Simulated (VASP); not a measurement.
# Si (I4_1/amd) in VASP: reference runs

Reference runs on Si: the cell as given and a disturbed copy.

All numbers are computed with VASP 6.6.1; they aren't measurements. Logs are shortened: lines on timing, memory, paths and dates and some standing lists are left out, and cuts for length are marked.

**1. The structure**

Symmetry: I4_1/amd, No. 141, tetragonal system. Conventional cell: a = 4.743 Å, b = 4.743 Å, c = 2.659 Å, α = 90.00°, β = 90.00°, γ = 90.00°. Si (site symmetry -4m2) has 6 Si at 2.46 to 2.66 Å as nearest neighbours.

This isn't the form of Si at room conditions, which is diamond.

**2. Single point, PBE**

Contents of INCAR:

```
PREC     = Accurate       # precision mode
ENCUT    = 520            # plane-wave cutoff, eV
EDIFF    = 1E-7           # SCF threshold, eV
ISMEAR   = -1             # smearing method
SIGMA    = 0.05           # smearing width, eV
LREAL    = F              # projectors in reciprocal space
LASPH    = T              # aspherical terms in the spheres
NELM     = 80             # most SCF steps
ALGO     = Normal         # electronic algorithm
ISIF     = 2              # what is computed and relaxed
LWAVE    = F              # write WAVECAR
LCHARG   = F              # write CHGCAR
GGA      = PE             # functional
NBANDS   = 11             # bands
```

Contents of KPOINTS:

```
Automatic mesh
0
Gamma
  11 11 11
```

Contents of POSCAR:

```
Si
1.0
   -2.3713723045      2.3713723045      1.3292653899
    2.3713723045     -2.3713723045      1.3292653899
    2.3713723045      2.3713723045     -1.3292653899
Si
2
Direct
    0.5000000000      0.5000000000      0.0000000000
    0.2500000000      0.7500000000      0.5000000000
```

Potentials or basis: VASP PAW PBE potentials, release 64 (Si).

Launch:

```console
$ cat potpaw_PBE.64/Si/POTCAR > POTCAR
$ mpirun -np 1 vasp_std > vasp.out
```

OUTCAR:

```text
PREC = Accurate
   ENCUT = 520
   EDIFF = 1E-7
   ISMEAR = -1
   LREAL = F
   LASPH = T
   NELM = 80
   ISIF = 2
   GGA = PE

 ion  position               nearest neighbor table
   1  0.500  0.500  0.000-   2 2.46   2 2.46   2 2.46   2 2.46   2 3.10   2 3.10   2 3.10   2 3.10

   2  0.250  0.750  0.500-   1 2.46   1 2.46   1 2.46   1 2.46   1 3.10   1 3.10   1 3.10   1 3.10

  LATTYP: Found a body centered tetragonal cell.
 ALAT       =     4.7427446090
 C/A-ratio  =     0.5605468983

  Lattice vectors:

 A1 = (  -2.3713723045,   2.3713723045,   1.3292653899)
 A2 = (   2.3713723045,  -2.3713723045,   1.3292653899)
 A3 = (   2.3713723045,   2.3713723045,  -1.3292653899)

Analysis of symmetry for initial positions (statically):
=====================================================================
 Subroutine PRICEL returns:
 Original cell was already a primitive cell.

 Routine SETGRP: Setting up the symmetry group for a
 body centered tetragonal supercell.

 Subroutine GETGRP returns: Found 16 space group operations
 (whereof  8 operations were pure point group operations)
 out of a pool of 16 trial point group operations.

The static configuration has the point symmetry D_2d.
 The point group associated with its full space group is D_4h.

Analysis of symmetry for dynamics (positions and initial velocities):
=====================================================================
 Subroutine PRICEL returns:
 Original cell was already a primitive cell.

 Routine SETGRP: Setting up the symmetry group for a
 body centered tetragonal supercell.

 Subroutine GETGRP returns: Found 16 space group operations
 (whereof  8 operations were pure point group operations)
 out of a pool of 16 trial point group operations.

The dynamic configuration has the point symmetry D_2d.
 The point group associated with its full space group is D_4h.

 Subroutine INISYM returns: Found 16 space group operations
 (whereof  8 operations are pure point group operations),
 and found     1 'primitive' translations

----------------------------------------------------------------------------------------

                                     Primitive cell

  volume of cell :      29.9000

  direct lattice vectors                    reciprocal lattice vectors
    -2.371372304  2.371372304  1.329265390     0.000000000  0.210848376  0.376147610
     2.371372304 -2.371372304  1.329265390     0.210848376  0.000000000  0.376147610
     2.371372304  2.371372304 -1.329265390     0.210848376  0.210848376  0.000000000

  length of vectors
     3.607458896  3.607458896  3.607458896     0.431212317  0.431212317  0.298184633

  position of ions in fractional coordinates (direct lattice)
     0.500000000  0.500000000  0.000000000
     0.250000000  0.750000000  0.500000000

  ion indices of the primitive-cell ions
   primitive index   ion index
                 1           1
                 2           2

----------------------------------------------------------------------------------------

 KPOINTS: Automatic mesh

Automatic generation of k-mesh.
 Grid dimensions read from file:
 generate k-points for:   11   11   11

 Generating k-lattice:

  Cartesian coordinates                     Fractional coordinates (reciprocal lattice)
     0.000000000  0.019168034  0.034195237     0.090909091 -0.000000000  0.000000000
     0.019168034  0.000000000  0.034195237    -0.000000000  0.090909091  0.000000000
     0.019168034  0.019168034  0.000000000     0.000000000  0.000000000  0.090909091

  Length of vectors
     0.039201120  0.039201120  0.027107694

  Shift w.r.t. Gamma in fractional coordinates (k-lattice)
     0.000000000  0.000000000  0.000000000

 Subroutine IBZKPT returns following result:
 ===========================================

 Found    126 irreducible k-points:

 Following reciprocal coordinates:
            Coordinates               Weight
  0.000000  0.000000  0.000000      1.000000
  0.090909 -0.000000  0.000000      8.000000
  0.181818 -0.000000  0.000000      8.000000
  0.272727  0.000000 -0.000000      8.000000
  0.363636 -0.000000  0.000000      8.000000
  0.454545 -0.000000  0.000000      8.000000
[... 16 lines left out ...]
 -0.272727  0.181818  0.000000     16.000000
 -0.181818  0.181818  0.000000      4.000000
 [... further k-points ...]
   k-points           NKPTS =    126   k-points in BZ     NKDIM =    126   number of bands    NBANDS=     11
   number of dos      NEDOS =    301   number of ions     NIONS =      2
   total plane-waves  NPLWV =  21952
   dimension x,y,z NGX =    28 NGY =   28 NGZ =   28
   dimension x,y,z NGXF=    56 NGYF=   56 NGZF=   56
   ions per type =               2
   NGX,Y,Z   is equivalent  to a cutoff of  12.90, 12.90, 12.90 a.u.
   NGXF,Y,Z  is equivalent  to a cutoff of  25.81, 25.81, 25.81 a.u.
 SYSTEM =  unknown system
   PREC   = accura    normal or accurate (medium, high low for compatibility)
   ISTART =      0    job   : 0-new  1-cont  2-samecut
   ICHARG =      2    charge: 1-file 2-atom 10-const
   ISPIN  =      1    spin polarized calculation?
   LNONCOLLINEAR =      F non collinear calculations
   LSORBIT =      F    spin-orbit coupling
   LASPH  =      T    aspherical Exc in radial PAW
   ENCUT  =  520.0 eV  38.22 Ry    6.18 a.u.   6.71  6.71  6.71*2*pi/ulx,y,z
   NELM   =     80;   NELMIN=  2; NELMDL= -5     # of ELM steps
   EDIFF  = 0.1E-06   stopping-criterion for ELM
   LREAL  =      F    real-space projection
   EDIFFG = 0.1E-05   stopping-criterion for IOM
   NSW    =      0    number of steps for IOM
   IBRION =     -1    ionic relax: 0-MD 1-quasi-New 2-CG
[... 8 lines left out ...]
   EMIN   =  10.00;   EMAX   =-10.00  energy-range for DOS
   EFERMI =   0.00;   METHOD = LEGACY
   ISMEAR =    -1;   SIGMA  =   0.05  broadening in eV -4-tet -1-fermi 0-gaus
   EFERMI_NEDOS =   21; number of points for ismear=-14 and -15
   IALGO  =     38    algorithm
   IMIX   =      4    mixing-type and parameters
     AMIX     =   0.40;   BMIX     =  1.00
     AMIX_MAG =   1.60;   BMIX_MAG =  1.00
  volume/ion in A,a.u.               =      14.95       100.89
  Fermi-wavevector in a.u.,A,eV,Ry     =   1.054908  1.993486 15.140973  1.112830
  Thomas-Fermi vector in A             =   2.190086
   LORBIT       =      0    0 simple, 1 ext, 2 COOP (PROOUT), +10 PAW based schemes
   GGA     = PE    functional components
   LHFCALC =     F    Hartree Fock is set to
   AEXX    =    0.0000 exact exchange contribution
   IVDW    =     0    specifies the selected vdW correction
   LEPSILON=     F    determine dielectric tensor
   LRPA    =     F    only Hartree local field effects (RPA)
 non-spin polarized calculation
  energy-cutoff  :      520.00
  volume of cell :       29.90
 maximum number of plane-waves:       815
   NGX = 13   NGY = 13   NGZ = 13

 number of electron       8.0000000 magnetization

 Free energy of the ion-electron system (eV)
  ---------------------------------------------------
  ext. energy  EPLUGINS =         0.00000000
  ---------------------------------------------------
  free energy    TOTEN  =       -10.24948659 eV

  energy without entropy =      -10.24266875  energy(sigma->0) =      -10.24607767

 E-fermi :   9.4036     XC(G=0): -10.9837

 val. band max:        9.3862677109   @ k =  -0.1818  -0.1818   0.0909
 cond. band min:       9.4117562820   @ k =   0.3636   0.3636   0.0000
 fundamental gap:      0.0254885711
 Fermi energy:         9.4036477451

 k-point     1 :       0.0000    0.0000    0.0000
  band No.  band energies     occupation
      1      -4.5098      2.00000
      2       6.9505      2.00000
      3       6.9505      2.00000
      4       7.6552      2.00000
      5      10.9512      0.00000
      6      16.9162      0.00000
      7      18.5321      0.00000
      8      18.5434      0.00000
      9      18.5434      0.00000
     10      19.6547      0.00000
     11      20.1251      0.00000

 k-point     2 :       0.0909   -0.0000    0.0000
  band No.  band energies     occupation
      1      -4.2886      2.00000
      2       6.3567      2.00000
      3       6.8458      2.00000
      4       8.6201      2.00000
      5      11.4573      0.00000
      6      15.6459      0.00000
      7      16.2743      0.00000
      8      17.9296      0.00000
      9      18.0395      0.00000
     10      19.1864      0.00000
     11      21.0331      0.00000

 k-point     3 :       0.1818   -0.0000    0.0000
  band No.  band energies     occupation
      1      -3.6268      2.00000
      2       5.8915      2.00000
      3       6.7114      2.00000
      4      10.0421      0.00001
      5      12.7343      0.00000
      6      12.9582      0.00000
      7      13.7863      0.00000
      8      16.2209      0.00000
      9      16.4552      0.00000
     10      17.8023      0.00000
     11      20.7061      0.00000

 k-point     4 :       0.2727    0.0000   -0.0000
  band No.  band energies     occupation
      1      -2.5306      2.00000
      2       5.7946      2.00000
      3       6.7685      2.00000
      4       9.0682      1.99756
      5      11.5661      0.00000
      6      12.7432      0.00000
      7      13.3308      0.00000
      8      15.2750      0.00000
      9      15.4065      0.00000
     10      16.6932      0.00000
     11      21.4212      0.00000

 k-point     5 :       0.3636   -0.0000    0.0000
  band No.  band energies     occupation
      1      -1.0133      2.00000
      2       5.6292      2.00000
      3       6.6683      2.00000
      4       7.0750      2.00000
      5       9.7560      0.00174
      6      11.7788      0.00000
      7      14.3057      0.00000
      8      14.6587      0.00000
      9      16.3377      0.00000
     10      17.5721      0.00000
     11      22.5971      0.00000
[... 211 lines left out ...]
 k-point    21 :      -0.4545    0.1818    0.0000
  band No.  band energies     occupation
      1      -1.4913      2.00000
      2       2.9555      2.00000
      3       7.2116      2.00000
      4       8.1412      2.00000
      5      10.7721      0.00000
      6      12.6931      0.00000
      7      14.1906      0.00000
      8      16.0269      0.00000
      9      18.0640      0.00000
     10      19.7044      0.00000
     11      20.2805      0.00000

 k-point    22 :      -0.3636    0.1818    0.0000
  band No.  band energies     occupation
      1      -2.7880      2.00000
      2       2.8166      2.00000
      3       7.1712      2.00000
      4      10.7420      0.00000
      5      12.0834      0.00000
      6      12.7228      0.00000
      7      14.2309      0.00000
      8      16.7740      0.00000
      9      16.9405      0.00000
     10      19.2462      0.00000
     11      20.8166      0.00000

 k-point    23 :      -0.2727    0.1818    0.0000
  band No.  band energies     occupation
      1      -3.6564      2.00000
      2       3.0859      2.00000
      3       7.2773      2.00000
      4      10.2177      0.00000
      5      13.2049      0.00000
      6      14.6248      0.00000
      7      15.3083      0.00000
      8      16.5278      0.00000
      9      17.0575      0.00000
     10      20.6837      0.00000
     11      21.3671      0.00000

 k-point    24 :      -0.1818    0.1818    0.0000
  band No.  band energies     occupation
      1      -4.0875      2.00000
      2       3.7586      2.00000
      3       7.3307      2.00000
      4       9.3525      1.47117
      5      13.4889      0.00000
      6      14.3826      0.00000
      7      16.6321      0.00000
      8      18.1181      0.00000
      9      18.6845      0.00000
     10      19.5127      0.00000
     11      20.9699      0.00000

 [... further k-points ...]
[... 5 lines left out ...]
  --------------------------------------------------------------------------------------
  -------------------------------------------------------------------------------------
  Total        0.6896327      0.6896327      0.3830547      0.0000000      0.0000000      0.0000000
  in kB       36.9536426     36.9536426     20.5258070      0.0000000      0.0000000      0.0000000
  external PRESSURE =      31.4776974 kB  Pullay stress =       0.0000000 kB

 VOLUME and BASIS-vectors are now :
 -----------------------------------------------------------------------------
  energy-cutoff  :      520.00
  volume of cell :       29.90
      direct lattice vectors                 reciprocal lattice vectors
    -2.371372304  2.371372304  1.329265390     0.000000000  0.210848376  0.376147610
     2.371372304 -2.371372304  1.329265390     0.210848376  0.000000000  0.376147610
     2.371372304  2.371372304 -1.329265390     0.210848376  0.210848376  0.000000000

 POSITION                                       TOTAL-FORCE (eV/Angst)
 -----------------------------------------------------------------------------------
      0.00000      0.00000      1.32927         0.000000     -0.000000     -0.000000
      2.37137     -0.00000      0.66463        -0.000000      0.000000      0.000000
 -----------------------------------------------------------------------------------
    total drift:                                0.000000      0.000000      0.000000

  FREE ENERGIE OF THE ION-ELECTRON SYSTEM (eV)
  ---------------------------------------------------
  free  energy   TOTEN  =       -10.2494865909 eV

  energy  without entropy=      -10.2426687491  energy(sigma->0) =      -10.24607767
```

Run time: 21 s. Hardware: 1 thread of AMD EPYC 9R14 (Zen 4), shared host; peak memory 0.13 GiB.

Results:

```yaml
Free_energy: -10.2495 eV
Pressure: 3.1 GPa
Band_gap_on_the_k_mesh: none (metal or under the smearing width)
```

Levels at points of the mesh, in eV from the Fermi level:
| k point | band 1 | band 2 | band 3 | band 4 | band 5 | band 6 | band 7 | band 8 |
| --- | --- | --- | --- | --- | --- | --- | --- | --- |
| (0.00, 0.00, 0.00) | -13.91 | -2.45 | -2.45 | -1.75 | 1.55 | 7.51 | 9.13 | 9.14 |

**3. Single point, PBE (atoms moved at random, drawn with an rms of 0.05 Å)**

Contents of INCAR:

```
ALGO = Normal ; EDIFF = 1E-7
ENCUT = 520 ; GGA = PE
ISIF = 2 ; ISMEAR = -1
LASPH = T ; LCHARG = T
LELF = T ; LREAL = F
LVHAR = T ; LWAVE = F
NBANDS = 11 ; NELM = 60
PREC = Accurate ; SIGMA = 0.05
```

Contents of KPOINTS:

```
k-points
0
Gamma
  11 11 11
```

Contents of POSCAR:

```
Si
1.0
   -2.3713723045      2.3713723045      1.3292653899
    2.3713723045     -2.3713723045      1.3292653899
    2.3713723045      2.3713723045     -1.3292653899
Si
2
Direct
    0.5006170000      0.5049930000     -0.0090590000
    0.2556600000      0.7590120000      0.4949370000
```

Potentials or basis: VASP PAW PBE potentials, release 64 (Si).

Launch:

```console
$ cat potpaw_PBE.64/Si/POTCAR > POTCAR
$ mpirun -np 1 vasp_std > vasp.out
```

OUTCAR:

```text
EDIFF = 1E-7
   ENCUT = 520
   GGA = PE
   ISIF = 2
   ISMEAR = -1
   LASPH = T
   LREAL = F
   NELM = 60
   PREC = Accurate

 ion  position               nearest neighbor table
   1  0.501  0.505  0.991-   2 2.45   2 2.45   2 2.47   2 2.48   2 3.08   2 3.10   2 3.10   2 3.11

   2  0.256  0.759  0.495-   1 2.45   1 2.45   1 2.47   1 2.48   1 3.08   1 3.10   1 3.10   1 3.11

  LATTYP: Found a body centered tetragonal cell.
 ALAT       =     4.7427446090
 C/A-ratio  =     0.5605468983

[... 516 lines left out ...]
      4       9.1780      1.97800
      5      12.2396      0.00000
      6      13.5498      0.00000
      7      13.5584      0.00000
      8      16.2325      0.00000
      9      16.5292      0.00000
     10      18.0025      0.00000
     11      20.0249      0.00000

 [... further k-points ...]
[... 5 lines left out ...]
  --------------------------------------------------------------------------------------
  -------------------------------------------------------------------------------------
  Total        0.7143277      0.6742687      0.3801821     -0.0034242     -0.0072269      0.0053311
  in kB       38.2769138     36.1303707     20.3718798     -0.1834826     -0.3872497      0.2856622
  external PRESSURE =      31.5930548 kB  Pullay stress =       0.0000000 kB

 VOLUME and BASIS-vectors are now :
 -----------------------------------------------------------------------------
  energy-cutoff  :      520.00
  volume of cell :       29.90
      direct lattice vectors                 reciprocal lattice vectors
    -2.371372304  2.371372304  1.329265390     0.000000000  0.210848376  0.376147610
     2.371372304 -2.371372304  1.329265390     0.210848376  0.000000000  0.376147610
     2.371372304  2.371372304 -1.329265390     0.210848376  0.210848376  0.000000000

 POSITION                                       TOTAL-FORCE (eV/Angst)
 -----------------------------------------------------------------------------------
      2.36027      2.33951      0.01950         0.041336      0.067255      0.005112
      2.36731     -0.01996      0.69087        -0.041336     -0.067255     -0.005112
 -----------------------------------------------------------------------------------
    total drift:                               -0.000000      0.000000      0.000000

  FREE ENERGIE OF THE ION-ELECTRON SYSTEM (eV)
  ---------------------------------------------------
  free  energy   TOTEN  =       -10.2489206294 eV

  energy  without entropy=      -10.2421230357  energy(sigma->0) =      -10.24552183
```

OSZICAR:

```text
N       E                     dE             d eps       ncg     rms          rms(c)
DAV:   1     0.513608939881E+01    0.51361E+01   -0.34104E+03 14660   0.609E+02
DAV:   2    -0.985707243034E+01   -0.14993E+02   -0.14429E+02 18739   0.822E+01
DAV:   3    -0.102645632861E+02   -0.40749E+00   -0.40518E+00 18999   0.112E+01
DAV:   4    -0.102662103976E+02   -0.16471E-02   -0.16469E-02 17322   0.900E-01
DAV:   5    -0.102662178328E+02   -0.74351E-05   -0.74356E-05 18492   0.551E-02    0.424E+00
DAV:   6    -0.102556127015E+02    0.10605E-01   -0.44963E-03 16949   0.337E-01    0.246E+00
DAV:   7    -0.102489399168E+02    0.66728E-02   -0.10124E-02 16503   0.540E-01    0.220E-01
DAV:   8    -0.102489318750E+02    0.80418E-05   -0.75173E-04 17393   0.156E-01    0.524E-02
DAV:   9    -0.102489208869E+02    0.10988E-04   -0.40460E-05 17905   0.365E-02    0.352E-02
DAV:  10    -0.102489207149E+02    0.17205E-06   -0.26960E-06 18169   0.108E-02    0.243E-03
DAV:  11    -0.102489206294E+02    0.85450E-07   -0.20968E-07 13474   0.250E-03
   1 F= -.10248921E+02 E0= -.10245522E+02  d E =-.679759E-02
```

Wall time 1.8 min (1 thread of AMD EPYC 9R14 (Zen 4), shared host); peak memory 0.25 GiB.

Results:

- Free energy: -10.2489 eV
- Pressure: 3.2 GPa
- Largest force: 0.079 eV/Å
- Band gap on the k mesh: none (metal or under the smearing width)

Forces on the atoms (eV/Å):
```
Si   0.041  0.067  0.005
Si  -0.041 -0.067 -0.005
```

Levels at points of the mesh, in eV from the Fermi level:
| k point | band 1 | band 2 | band 3 | band 4 | band 5 | band 6 | band 7 | band 8 |
| --- | --- | --- | --- | --- | --- | --- | --- | --- |
| (0.00, 0.00, 0.00) | -13.91 | -2.46 | -2.45 | -1.75 | 1.55 | 7.51 | 9.11 | 9.14 |
